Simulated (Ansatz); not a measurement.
# Zone-centre modes in C

Level of theory: DFT PBE, scalar-relativistic, plane waves, PAW in Ansatz. Cutoff 420 eV, Γ-centred 12×12×4 k-points, Gaussian smearing of 0.05 eV. No spin polarisation.

Reference structure (relaxed at this level):

```
C
1.0
     2.51156    0.00000    0.00000
    -1.25578    2.17508    0.00000
     0.00000    0.00000    8.36071
C
8
Cartesian
  0.0000 1.4501 0.2622
  0.0000 1.4501 4.4426
  1.2558 0.7250 2.3524
  1.2558 0.7250 6.5328
  0.0000 1.4501 1.8279
  0.0000 1.4501 6.0083
  1.2558 0.7250 3.9181
  1.2558 0.7250 8.0985
```

Harmonic modes by finite displacements of 0.02 Å, without the LO–TO term. The cell doubles the primitive one, so its zone centre also holds the primitive cell's point q = (0, 0, 1/2).

(1) At this geometry, is the structure stable against these modes?

(2) List the wavenumbers in cm⁻¹.

## Answers

(1) Yes: no mode is imaginary beyond 10 cm⁻¹, and only the three translations lie near zero.

(2) 0, 0, 0, 390, 390, 390, 390, 527, 527, 700, 700, 1040, 1179, 1179, 1234, 1234, 1234, 1234, 1237, 1264, 1279, 1279, 1294, 1294.

Cost: 1 run of about 0.54 core-minutes, on Intel Xeon Platinum 8259CL (Skylake/Cascade Lake) (shared hosts).